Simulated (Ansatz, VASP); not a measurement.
One calculation of Mo, two programs

The input INCAR:

```
SYSTEM = Mo
PREC = Accurate
ENCUT = 520
EDIFF = 1E-6
ISMEAR = 0
SIGMA = 0.1
LREAL = .False.
LASPH = .True.
NELM = 100
ALGO = Normal
ISIF = 2
LWAVE = .False.
LCHARG = .False.
GGA = PE
NBANDS = 28
```

Contents of KPOINTS:

```
regular mesh
0
Gamma
  6 6 4
  0 0 0
```

POSCAR

```
Mo
1.0
    3.6715931285      0.0000000000      0.0000000000
   -1.8357965643      3.1796929216      0.0000000000
    0.0000000000      0.0000000000      4.1655453103
Mo
3
Direct
    0.2254000000      0.0000000000      0.3333333333
    0.0000000000      0.2254000000      0.6666666667
    0.7746000000      0.7746000000      0.0000000000
```

Input for Ansatz:

```yaml
crystal:
  lattice:
    - [3.6715931285, 0.0, 0.0]
    - [-1.8357965643, 3.1796929216, 0.0]
    - [0.0, 0.0, 4.1655453103]
  atoms:
    - { symbol: Mo, position: [0.2254, 0.0, 0.3333333333] }
    - { symbol: Mo, position: [0.0, 0.2254, 0.6666666667] }
    - { symbol: Mo, position: [0.7746, 0.7746, 0.0] }
basis:
  ecutwfc: 420
kpoints:
  mp_grid: { grid: [6, 6, 4] }
hamiltonian:
  xc: pbe
scf:
  occupations: { method: gaussian, width: 0.1 }
  lower_state_search: "off"
output:
  forces: true
  stress: true
  eigenvalues: true
```

Alike in both runs: task single point; functional PBE; k mesh 6 × 6 × 4; occupations gaussian, width 0.1 eV; no spin polarisation.

```csv
,VASP,Ansatz
version,VASP 6.6.1,Ansatz 0.2.0
potentials or method,"VASP PAW PBE potentials, release 64 (Mo_sv)","scalar-relativistic, plane waves, PAW"
plane-wave cutoff (eV),520,420
valence electrons in the cell,42,42
```

Ansatz gave:

| Quantity | Value |
| --- | --- |
| gap on the k mesh at the Fermi level (eV) | none |
| rms of the force components (eV/Å) | 6.565 |

Problem. Estimate VASP's values.

Solution. gap on the k mesh at the Fermi level (eV): none; rms of the force components (eV/Å): 6.970.

Atom by atom the forces differ by 0.405 eV/Å (rms over components). A gap of «none» marks a metal or a gap that the smearing closes. With one functional, cell and mesh, what is left measures potentials, basis and numerics.

Caveats: the k mesh is coarse (spacing up to 0.38 Å⁻¹), so the values aren't converged; forces of over 1 eV/Å show positions far from the minimum, so gaps and moduli don't describe the material at rest.
